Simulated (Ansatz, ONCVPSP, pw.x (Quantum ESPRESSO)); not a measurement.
**pw.x on bcc Co: one setting changed**

Potential: optimised norm-conserving Vanderbilt (ONCV), ONCVPSP 4.0.1.1 (patched build), PBEsol; core [Ne], reference 3s2 3p6 3d7; waves: 3s: rc 1.25 bohr, ncon 3, nbas 6, qcut 10.1 1/bohr, 2 projectors, debl 2.2 Ha; 3p: rc 0.90 bohr, ncon 3, nbas 7, qcut 9.6 1/bohr, 3 projectors, debl 1.9 Ha; 3d: rc 1.50 bohr, ncon 4, nbas 8, qcut 10.7 1/bohr, 2 projectors, debl 3.3 Ha; local part: polynomial inside 0.60 bohr (lpopt 5, dvloc0 6 Ha); core correction: Teter function, fcfact 2, rcfact 1.2. In the s channel the program set the typed energies aside and used -4.453, 0.250 Ha. In the p channel the program set the typed energies aside and used -3.108, 0.250, 2.150 Ha.

The reference run (k-mesh 17³, cutoffs 120/480 Ry, Fermi–Dirac 0.01 Ry, mixing_beta 0.4, conv_thr 1e-9, no spin) gives 0.39 GPa at 10.127 Å³/atom, where all-electron LAPW gives 0.79 GPa. This run, with its own iteration cap, changes k-mesh points per axis to 8.

```
&control
  calculation='scf', prefix='x', pseudo_dir='./', outdir='./tmp', tstress=.true., disk_io='none'
/
&system
  ibrav=0, nat=1, ntyp=1, ecutwfc=120, ecutrho=480, nbnd=17,
  occupations='smearing', smearing='fd', degauss=0.01
/
&electrons
  conv_thr=1e-09, mixing_beta=0.4, electron_maxstep=70
/
ATOMIC_SPECIES
Co 1.0 Co.UPF
CELL_PARAMETERS angstrom
  -1.36293017 1.36293017 1.36293017
  1.36293017 -1.36293017 1.36293017
  1.36293017 1.36293017 -1.36293017
ATOMIC_POSITIONS crystal
Co 0.0000 0.0000 0.0000
K_POINTS automatic
8 8 8 0 0 0
```

```bash
pw.x < Co.scf.in > Co.scf.out
```

Q: How does the run end?

A: It converges in 12 iterations; the free energy moves by +6.2 meV/atom and the pressure by +0.28 GPa.

```
Message from routine setup:
     using ibrav=0 with symmetry is DISCOURAGED, use correct ibrav instead
     lattice parameter (alat)  =       4.4610  a.u.
     unit-cell volume          =      68.3404 (a.u.)^3
     number of electrons       =        17.00
     number of Kohn-Sham states=           17
     kinetic-energy cutoff     =     120.0000  Ry
     charge density cutoff     =     480.0000  Ry
     scf convergence threshold =      1.0E-09
     Exchange-correlation= PBESOL
     number of k points=    29  Fermi-Dirac smearing, width (Ry)=  0.0100
     iteration #  1     ecut=   120.00 Ry     beta= 0.40
     total energy              =    -283.24530958 Ry
     estimated scf accuracy    <      17.37842458 Ry
     iteration #  2     ecut=   120.00 Ry     beta= 0.40
     total energy              =    -287.29975986 Ry
     estimated scf accuracy    <       1.07361337 Ry
     iteration #  3     ecut=   120.00 Ry     beta= 0.40
     total energy              =    -287.53449895 Ry
     estimated scf accuracy    <       0.03068264 Ry
     iteration #  4     ecut=   120.00 Ry     beta= 0.40
     total energy              =    -287.54440424 Ry
     estimated scf accuracy    <       0.01770294 Ry
     iteration #  5     ecut=   120.00 Ry     beta= 0.40
     total energy              =    -287.54686333 Ry
     estimated scf accuracy    <       0.00016359 Ry
     iteration #  6     ecut=   120.00 Ry     beta= 0.40
     total energy              =    -287.54691409 Ry
     estimated scf accuracy    <       0.00000279 Ry
     iteration #  7     ecut=   120.00 Ry     beta= 0.40
     total energy              =    -287.54691377 Ry
     estimated scf accuracy    <       0.00000465 Ry
     iteration #  8     ecut=   120.00 Ry     beta= 0.40
     total energy              =    -287.54691354 Ry
     estimated scf accuracy    <       0.00000103 Ry
     iteration #  9     ecut=   120.00 Ry     beta= 0.40
     total energy              =    -287.54691378 Ry
     estimated scf accuracy    <       0.00000011 Ry
     iteration # 10     ecut=   120.00 Ry     beta= 0.40
     total energy              =    -287.54691379 Ry
     estimated scf accuracy    <       0.00000002 Ry
     iteration # 11     ecut=   120.00 Ry     beta= 0.40
     total energy              =    -287.54691379 Ry
     estimated scf accuracy    <          2.4E-09 Ry
     iteration # 12     ecut=   120.00 Ry     beta= 0.40
     the Fermi energy is    20.3969 ev
!    total energy              =    -287.54691379 Ry
     estimated scf accuracy    <          2.6E-10 Ry
     smearing contrib. (-TS)   =      -0.01355874 Ry
     The total energy is F=E-TS. E is the sum of the following terms:
     one-electron contribution =    -127.01913737 Ry
     hartree contribution      =      74.96988392 Ry
     xc contribution           =     -31.30781995 Ry
     ewald contribution        =    -204.17628165 Ry
     convergence has been achieved in  12 iterations
          total   stress  (Ry/bohr**3)                   (kbar)     P=        6.70
     Message from routine punch:
     Nothing written, as per user request (disk_io='none')
```

The run took about 15 s on one core of a shared host (Neoverse-N1, 64 threads, 124 GiB, load 59).
